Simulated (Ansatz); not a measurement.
# How far is this WS₂ from the hull?

Method: DFT PBE, scalar-relativistic, plane waves, PAW (Ansatz 0.2.0). Settings: cutoff 420 eV, Γ-centred meshes spaced at most about 0.3 Å⁻¹ (2π included), Gaussian smearing. No spin polarisation.

Formation energies are uncorrected and refer to the elements' standard structures at the same level.

Temperature and zero-point effects are left out. Weakly bound directions are ill-defined at this level, which has no dispersion term (P-1, P6_3/mmc), and this can change margins and order among such cells. Spin–orbit coupling, which can matter for W, is left out. The reference form of S is held partly by dispersion forces, which this level lacks.

The competitors are the elements and 1 reference phase of this chemical system (from databases or known types: WS2), relaxed at the same level; other known phases may be missing.

The candidate was reached from: a relaxed cell, shaken at random and relaxed again.

```cif
data_structure
_symmetry_space_group_name_H-M 'P 1'
_symmetry_Int_Tables_number 1
_cell_length_a 3.1875
_cell_length_b 3.1874
_cell_length_c 15.2850
_cell_angle_alpha 88.715
_cell_angle_beta 87.786
_cell_angle_gamma 60.008
_cell_volume 134.40
loop_
_atom_site_label
_atom_site_type_symbol
_atom_site_fract_x
_atom_site_fract_y
_atom_site_fract_z
_atom_site_occupancy
W1 W 0.96636 0.41565 0.24863 1
W2 W 0.03364 0.58435 0.75137 1
S1 S 0.61498 0.08026 0.35151 1
S2 S 0.34896 0.91562 0.85424 1
S3 S 0.38502 0.91975 0.64849 1
S4 S 0.65104 0.08438 0.14576 1
```

Task: Where does it stand against these competitors?

Result: Too close to call. Its formation energy is -0.832 eV/atom. The lowest competing phase at this composition is this:

```
phase         space group             source  share of atoms  ΔE_f (eV/atom)
  WS2  P6_3/mmc (No. 194)  Materials Project          1.0000          -0.833
```

The candidate lies level with this phase within the noise. The guess has relaxed into a known cell: it matches a COD cell.
